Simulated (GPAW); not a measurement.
# C (Cmme) in GPAW: notebook

Aim: see how the results for C move with the level of theory and the settings. Levels: TB-mBJ, LDA. Tasks: single point, band structure, equation of state.

Program: GPAW 26.7.0. These are calculated values, not measurements. Logs are shortened: lines on timing, memory, paths and dates and some standing lists are left out, and cuts for length are marked. The log counts tension as positive stress, the text compression.

### Step 1. Starting point

Symmetry: Cmme, No. 67, orthorhombic system. Conventional cell: a = 2.456 Å, b = 4.254 Å, c = 7.173 Å, α = 90.00°, β = 90.00°, γ = 90.00°. Around C (site symmetry m) lie 3 C at 1.42 Å.

This is a stacking variant of graphite.

### Step 2. Single point, TB-mBJ

run.py reads:

```python
from ase import Atoms
from ase.dft.bandgap import bandgap
from ase.io import write
from gpaw import GPAW, PW

atoms = Atoms(['C', 'C', 'C', 'C'],
              cell=[[1.22804797, -2.12706182, 0.0],
                    [1.22804797, 2.12706182, 0.0],
                    [0.0, 0.0, 7.17326776]],
              scaled_positions=[[0.91662054, 0.08337946, 0.7531376],
                                [0.41662054, 0.58337946, 0.2468624],
                                [0.08337946, 0.91662054, 0.2468624],
                                [0.58337946, 0.41662054, 0.7531376]],
              pbc=True)

calc = GPAW(mode=PW(800),
            xc='TB09',
            kpts={'size': (10, 10, 4), 'gamma': True},
            occupations={'name': 'fermi-dirac', 'width': 0.05},
            nbands=18,
            convergence={'density': 1e-05, 'energy': 1e-05},
            eigensolver='cg',
            maxiter=150,
            txt='gpaw.txt')
atoms.calc = calc
energy = atoms.get_potential_energy()
calc.write('gs.gpw')
write('result.traj', atoms)
print('Fermi level:', round(calc.get_fermi_level(), 4), 'eV')
print(f'Gap: {bandgap(calc)[0]:.4f} eV, direct: {bandgap(calc, direct=True)[0]:.4f} eV')
```

Potentials or basis: GPAW PAW data sets for LDA (gpaw-data 1.2.1), pw.

Launch:

```console
$ OMP_NUM_THREADS=1 python run.py
```

gpaw.txt:

```text
___ ___ ___ _ _ _
 |   |   |_  | | | |
 | | | | | . | | | |
 |__ |  _|___|_____|  26.7.0
 |___|_|

Input parameters:
  convergence: {density: 1e-05,
                energy: 1e-05}
  eigensolver: cg
  kpts: {gamma: True,
         size: (10, 10, 4)}
  maxiter: 150
  mode: {ecut: 800.0,
         name: pw}
  nbands: 18
  occupations: {name: fermi-dirac,
                width: 0.05}
  xc: TB09

System changes: positions, numbers, cell, pbc, initial_charges, initial_magmoms

Initialize ...

species:
  C:
    name:    Carbon
    Z:       6.0
    valence: 4
    core:    2
    charge:  0.0  # [|e|]
    compensation charges:
      type: gauss
      rc: 0.20  # [Å]
      lmax: 2
    cutoffs:
      filter: 1.14  # [Å]
      core: 1.14  # [Å]
    projectors
    | kind |    occ | energy [eV] | rcut [Å] |
    |------|--------|-------------|----------|
    |   2s |  2.000 |     -13.639 |    0.635 |
    |   2p |  2.000 |      -5.414 |    0.635 |
    |    s |        |      13.573 |    0.635 |
    |    p |        |      21.797 |    0.635 |
    |    d |        |       0.000 |    0.635 |

    Using partial waves for C as LCAO basis

Reference energy: -4075.210151  # eV

Spin-paired calculation

Convergence criteria:
 Maximum [total energy] change in last 3 cyles: 1e-05 eV / valence electron
 Maximum integral of absolute [dens]ity change: 1e-05 electrons / valence electron
 Maximum integral of absolute [eigenst]ate change: 4e-08 eV^2 / valence electron
 Maximum number of scf [iter]ations: 150
 (Square brackets indicate name in SCF output, whereas a 'c' in
 the SCF output indicates the quantity has converged.)

Symmetries present (total): 4

  ( 1  0  0)  ( 0  1  0)  ( 0 -1  0)  (-1  0  0)
  ( 0  1  0)  ( 1  0  0)  (-1  0  0)  ( 0 -1  0)
  ( 0  0  1)  ( 0  0 -1)  ( 0  0  1)  ( 0  0 -1)

400 k-points: 10 x 10 x 4 Monkhorst-Pack grid + [1/20,1/20,1/8]
117 k-points in the irreducible part of the Brillouin zone
       k-points in crystal coordinates                weights
   0:     0.00000000    0.00000000    0.00000000          1/400
   1:     0.00000000    0.00000000    0.25000000          2/400
   2:     0.00000000    0.00000000    0.50000000          1/400
   3:     0.10000000   -0.10000000   -0.25000000          2/400
   4:     0.10000000   -0.10000000    0.00000000          2/400
   5:     0.10000000   -0.10000000    0.25000000          2/400
   6:     0.10000000   -0.10000000    0.50000000          2/400
   7:     0.10000000    0.00000000   -0.25000000          4/400
   8:     0.10000000    0.00000000    0.00000000          4/400
   9:     0.10000000    0.00000000    0.25000000          4/400
          ...
 116:     0.50000000    0.50000000    0.50000000          1/400

Wave functions: Plane wave expansion
  Cutoff energy: 800.000 eV
  Number of coefficients (min, max): 1913, 1949
  Pulay-stress correction: 0.000000 eV/Ang^3 (de/decut=0.000000)
  Using FFTW library
  ScaLapack parameters: grid=1x1, blocksize=None
  Wavefunction extrapolation:
    Improved wavefunction reuse through dual PAW basis

Occupation numbers: Fermi-Dirac:
  width: 0.0500  # eV

Eigensolver
   CG(niter=4, rtol=3.0e-01)

Densities:
  Coarse grid: 18*18*48 grid
  Fine grid: 36*36*96 grid
  Total Charge: 0.000000

Density mixing:
  Method: separate
  Backend: msr1
  Linear mixing parameter: 0.05
  old densities: 10
  Width of damping distribution: 1.1
  Damping of long wavelength oscillations: 20

Hamiltonian:
  XC and Coulomb potentials evaluated on a 36*36*96 grid
  Using the TB09 Exchange-Correlation functional
  External potential:
    NoExternalPotential

XC parameters: TB09 with 2 nearest neighbor stencil

Number of atoms: 4
Number of atomic orbitals: 16
Number of bands in calculation: 18
Number of valence electrons: 16
Bands to converge: occupied

... initialized

Initializing position-dependent things.

Density initialized from atomic densities
Creating initial wave functions:
  16 bands from LCAO basis set
  2 bands from random numbers

        C
       C

          C
         C

Atomic positions and initial magnetic moments

Positions:
   0 C      1.228048   -1.772355    5.402458    ( 0.0000,  0.0000,  0.0000)
   1 C      1.228048    0.354707    1.770810    ( 0.0000,  0.0000,  0.0000)
   2 C      1.228048    1.772355    1.770810    ( 0.0000,  0.0000,  0.0000)
   3 C      1.228048   -0.354707    5.402458    ( 0.0000,  0.0000,  0.0000)

Unit cell:
           periodic     x           y           z      points  spacing
  1. axis:    yes    1.228048   -2.127062    0.000000    18     0.1182
  2. axis:    yes    1.228048    2.127062    0.000000    18     0.1182
  3. axis:    yes    0.000000    0.000000    7.173268    48     0.1494

  Lengths:   2.456114   2.456114   7.173268
  Angles:   90.000000  90.000000 120.000475

Effective grid spacing dv^(1/3) = 0.1341

iter:   1   508.606705
iter:   2   505.192441   +1.43  -0.86
iter:   3   506.069289   +0.23  -0.81
iter:   4   505.852717   -0.45  -0.80
iter:   5   505.836708   -0.89  -0.73
iter:   6   507.398141   -0.84  -0.84
iter:   7   512.668910   -0.58  -1.01
iter:   8   514.609213   -0.81  -1.29
iter:   9   515.012134   -0.90  -1.54
iter:  10   515.240569   -0.94  -2.31
iter:  11   515.854006   -1.73  -2.20
iter:  12   516.187621   -1.94  -2.77
iter:  13   515.911859   -2.61  -2.69
iter:  14   516.009781   -2.91  -3.24
iter:  15   515.925799   -3.73  -3.16
iter:  16   515.977113   -3.76  -3.56
iter:  17   515.934008   -4.13  -3.48
iter:  18   515.948218   -4.50  -4.02
iter:  19   515.930457   -5.08  -3.94
iter:  20   515.927750   -5.17  -4.34
iter:  21   515.927739   -6.06  -4.33
iter:  22   515.924075   -6.51  -4.42
iter:  23   515.924184   -6.96  -5.19c
iter:  24   515.923507   -7.42c -5.06c
iter:  25   515.923513   -7.73c -5.64c
iter:  26   515.923410c  -8.00c -5.67c

Converged after 26 iterations.

Dipole moment: (0.000000, -0.000000, 0.000000) |e|*Ang

Energy contributions relative to reference atoms: (reference = -4075.210151)

Kinetic:        +16.352504
Potential:      -15.172859
External:        +0.000000
XC:            +514.798171
Entropy (-ST):   -0.000000
Local:           -0.054406
SIC:             +0.000000
--------------------------
Free energy:   +515.923410
Extrapolated:  +515.923410

Showing only first 2 kpts
 Kpt  Band  Eigenvalues  Occupancy
  0     6      2.05465    2.00000
  0     7      2.07026    2.00000
  0     8     10.98956    0.00000
  0     9     14.73315    0.00000

  1     6      2.05695    2.00000
  1     7      2.06806    2.00000
  1     8     11.58714    0.00000
  1     9     14.74049    0.00000

Fermi level: 6.40085

Gap: 1.377 eV
Transition (v -> c):
  (s=0, k=89, n=7, [0.40, 0.30, 0.00]) -> (s=0, k=57, n=8, [0.30, 0.30, 0.00])
Direct/indirect transitions are different
Direct gap: 1.447 eV
Transition at: (s=0, k=57, n=7, [0.30, 0.30, 0.00])
Writing to gs.gpw (mode='')
```

Wall time 4.6 min (1 thread of Intel Xeon Platinum 8259CL at 2.50GHz (Skylake/Cascade Lake), shared host); peak memory 0.28 GiB.

Results:

* Band gap on the k mesh: 1.38 eV

Caveat: a model potential gives levels but no total energy; the PAW data sets were made with another functional, which shifts forces and pressure a little. A k mesh can miss the band edges.

### Step 3. Band structure, LDA

run.py, as its differences from that of step 2:

```diff
@@ -3,2 +3,3 @@
 from ase.io import write
+from ase.units import GPa
 from gpaw import GPAW, PW
@@ -16,4 +17,4 @@
 calc = GPAW(mode=PW(800),
-            xc='TB09',
-            kpts={'size': (10, 10, 4), 'gamma': True},
+            xc='LDA',
+            kpts={'size': (10, 10, 3), 'gamma': True},
             occupations={'name': 'fermi-dirac', 'width': 0.05},
@@ -21,3 +22,2 @@
             convergence={'density': 1e-05, 'energy': 1e-05},
-            eigensolver='cg',
             maxiter=150,
@@ -26,5 +26,18 @@
 energy = atoms.get_potential_energy()
+forces = atoms.get_forces()
+stress = atoms.get_stress()
 calc.write('gs.gpw')
 write('result.traj', atoms)
+print(f'Energy: {energy:.6f} eV')
+print('Forces (eV/A):')
+print(forces.round(4))
+print('Stress (GPa):', (stress / GPa).round(3))
 print('Fermi level:', round(calc.get_fermi_level(), 4), 'eV')
 print(f'Gap: {bandgap(calc)[0]:.4f} eV, direct: {bandgap(calc, direct=True)[0]:.4f} eV')
+
+path = atoms.cell.bandpath('GMKGALHA,LM,KH', npoints=100, eps=1e-4)
+bs_calc = calc.fixed_density(kpts=path, symmetry='off', nbands=28,
+                             convergence={'bands': 'CBM+6.0', 'eigenstates': 1e-6}, txt='bands.txt')
+bs = bs_calc.band_structure()
+bs.write('bs.json')
+print(f'Gap on the path: {bandgap(bs_calc)[0]:.4f} eV')
```

Potentials or basis: the program's PAW data sets (release 1.2.1) made for this functional, pw.

Launch:

```console
$ OMP_NUM_THREADS=1 python run.py
```

gpaw.txt:

```text
__  _  _
 | _ |_)|_||  |
 |__||  | ||/\| - 26.7.0

Input parameters:
  mode=PW(ecut=800.0),
  convergence={'density': 1e-05, 'energy': 1e-05},
  kpts=MonkhorstPack(size=(10, 10, 3), gamma=True),
  maxiter=150,
  nbands=18,
  occupations=Occupations(name='fermi-dirac', width=0.05),
  xc=XC(name='LDA')

Diagonalizing LCAO Hamiltonian
Converting LCAO to pw mode

        C
       C

          C
         C

Atoms  # Å, Bohr magnetons
|   | symbol |        x |         y |        z |    initial magnetic moments |
|---|--------|----------|-----------|----------|-----------------------------|
| 0 |      C | 1.228048 | -1.772355 | 5.402458 | ( 0.0000,  0.0000,  0.0000) |
| 1 |      C | 1.228048 |  0.354707 | 1.770810 | ( 0.0000,  0.0000,  0.0000) |
| 2 |      C | 1.228048 |  1.772355 | 1.770810 | ( 0.0000,  0.0000,  0.0000) |
| 3 |      C | 1.228048 | -0.354707 | 5.402458 | ( 0.0000,  0.0000,  0.0000) |

Unit cell  # Å
| periodic |        x |         y |        z |  lengths |     angles |
|----------|----------|-----------|----------|----------|------------|
|      yes | 1.228048 | -2.127062 | 0.000000 | 2.456114 |  90.000000 |
|      yes | 1.228048 |  2.127062 | 0.000000 | 2.456114 |  90.000000 |
|      yes | 0.000000 |  0.000000 | 7.173268 | 7.173268 | 120.000475 |

Number of symmetries: 4
Symmetry operations  # r_c * U_cc + t_c -> r_c
|   | kind |            matrix            |
|---|------|------------------------------|
| 0 |  E   |  1, 0, 0,  0, 1, 0,  0, 0, 1 |
| 1 |  C2  |  0, 1, 0,  1, 0, 0,  0, 0,-1 |
| 2 |  σ   |  0,-1, 0, -1, 0, 0,  0, 0, 1 |
| 3 |  i   | -1, 0, 0,  0,-1, 0,  0, 0,-1 |

BZ-sampling:
  Number of BZ points: 300
[... 96 lines left out ...]
  name: None

convergence criteria:
[... 6 lines left out ...]
|iter     | |      energy | eigst |  dens |
|---------|-|-------------|-------|-------|
|iter:   1| |  -42.874407 | +0.64 |       |
|iter:   2| |  -42.556833 | -1.53 | -0.74 |
|iter:   3| |  -40.511457 | -0.86 | -0.77 |
|iter:   4| |  -40.516742 | -2.54 | -1.59 |
|iter:   5| |  -40.518784 | -3.81 | -1.98 |
|iter:   6| |  -40.518786 | -5.87 | -3.27 |
|iter:   7| |  -40.518787c| -7.12 | -3.68 |
|iter:   8| |  -40.518787c| -8.10c| -4.54 |
|iter:   9| |  -40.518787c| -8.84c| -5.34c|

Converged in 9 steps
Energy contributions relative to reference atoms: (reference = -4075.210151)

Energy contributions:
  Kinetic:          37.892133
  Coulomb:         -38.421243
  Zero:              0.085814
  External:          0.000000
  Xc:              -40.075492
  Entropy:          -0.000000
  Spinorbit:         0.000000
  ----------------------------
  Free energy:     -40.518787
  Extrapolated:    -40.518787

dipole moment: (0.000002, 0.000000, 0.000007)  # |e|*Ang

Fermi level: 5.303
Eigenvalues  # (at kpt = [0.000, 0.000, 0.000])
| band index |      eig [eV] | occ [0-2] |
|------------|---------------|-----------|
|          0 |       -14.176 |     2.000 |
|          1 |       -13.987 |     2.000 |
|          2 |        -3.105 |     2.000 |
|          3 |        -1.649 |     2.000 |
|          4 |         2.277 |     2.000 |
|          5 |         2.283 |     2.000 |
[... 8 lines left out ...]
|         14 |        16.743 |     0.000 |
|         15 |        16.824 |     0.000 |
|        ... |               |           |
|         17 |        18.406 |     0.000 |

Gap: 1.225 eV
Transition (v -> c):
  (s=0, k=66, n=7, [0.40, 0.30, 0.00]) -> (s=0, k=42, n=8, [0.30, 0.30, 0.00])
Direct/indirect transitions are different
Direct gap: 1.299 eV
Transition at: (s=0, k=42, n=7, [0.30, 0.30, 0.00])

Forces  # eV/Ang
|       x |        y |        z |
|---------|----------|----------|
| 0.00000 | -0.01837 | -0.00400 |  # C    0
| 0.00000 | -0.01838 |  0.00400 |  # C    1
| 0.00000 |  0.01837 |  0.00400 |  # C    2
| 0.00000 |  0.01838 | -0.00400 |  # C    3

Stress tensor  # eV/Ang^3
|        x |        y |        z |
|----------|----------|----------|
| 0.033161 | 0.000000 | 0.000000 |
| 0.000000 | 0.034521 | 0.000000 |
| 0.000000 | 0.000000 | 0.009544 |

# Writing to gs.gpw (mode='')
```

bands.txt:

```text
Diagonalizing LCAO Hamiltonian
Converting LCAO to pw mode
convergence criteria:
- Maximum integral of absolute [eigenst]ate change: 1e-06 eV^2 / valence electron
maximum number of iterations: 150

SCF iterations
|iter     | |      energy | eigst |  dens |
|---------|-|-------------|-------|-------|
|iter:   1| |             | +0.47 |       |
[... 104 lines left out ...]
         [0.5       , 0.        , 0.25      ],
         [0.5       , 0.        , 0.125     ],
         [0.5       , 0.        , 0.        ],
         [0.33333333, 0.33333333, 0.        ],
         [0.33333333, 0.33333333, 0.125     ],
         [0.33333333, 0.33333333, 0.25      ],
         [0.33333333, 0.33333333, 0.375     ],
         [0.33333333, 0.33333333, 0.5       ]])),
  maxiter=150,
  nbands=28,
  occupations=Occupations(name='fermi-dirac', width=0.05),
  symmetry=Symmetry(point_group=False, time_reversal=False),
  xc=XC(name='LDA')
```

Run time: 66 s. Hardware: 1 thread of Intel Xeon Platinum 8375C at 2.90GHz (Ice Lake), shared host; peak memory 0.37 GiB.

What came out:

| Item | Value |
| --- | --- |
| Free energy | -40.5188 eV |
| Pressure | -4.1 GPa |
| Largest force | 0.019 eV/Å |
| Band gap along the path | 0.02 eV |

Forces in eV/Å, atoms in the order of the input:
```
C    0.000 -0.018 -0.004
C    0.000 -0.018  0.004
C    0.000  0.018  0.004
C    0.000  0.018 -0.004
```

Levels at the corners of the path, in eV from the valence-band top:
| point | band 6 | band 7 | band 8 | band 9 | band 10 | band 11 |
| --- | --- | --- | --- | --- | --- | --- |
| Γ | -3.00 | -3.00 | -2.98 | 3.36 | 8.34 | 8.37 |
| M | -6.41 | -2.41 | -2.41 | 1.76 | 1.76 | 7.59 |
| K | -10.63 | -0.42 | -0.15 | 0.15 | 0.50 | 9.99 |
| Γ | -3.00 | -3.00 | -2.98 | 3.36 | 8.34 | 8.37 |
| A | -3.00 | -2.99 | -2.99 | 5.43 | 5.65 | 8.37 |
| L | -6.41 | -2.37 | -2.37 | 1.62 | 1.62 | 7.59 |
| H | -10.64 | -0.02 | 0.00 | 0.02 | 0.05 | 9.90 |
| A | -3.00 | -2.99 | -2.99 | 5.43 | 5.65 | 8.37 |
| L | -6.41 | -2.37 | -2.37 | 1.62 | 1.62 | 7.59 |
| M | -6.41 | -2.41 | -2.41 | 1.76 | 1.76 | 7.59 |
| K | -10.63 | -0.42 | -0.15 | 0.15 | 0.50 | 9.99 |
| H | -10.64 | -0.02 | 0.00 | 0.02 | 0.05 | 9.90 |

(Part 1 of 2 ends here.)
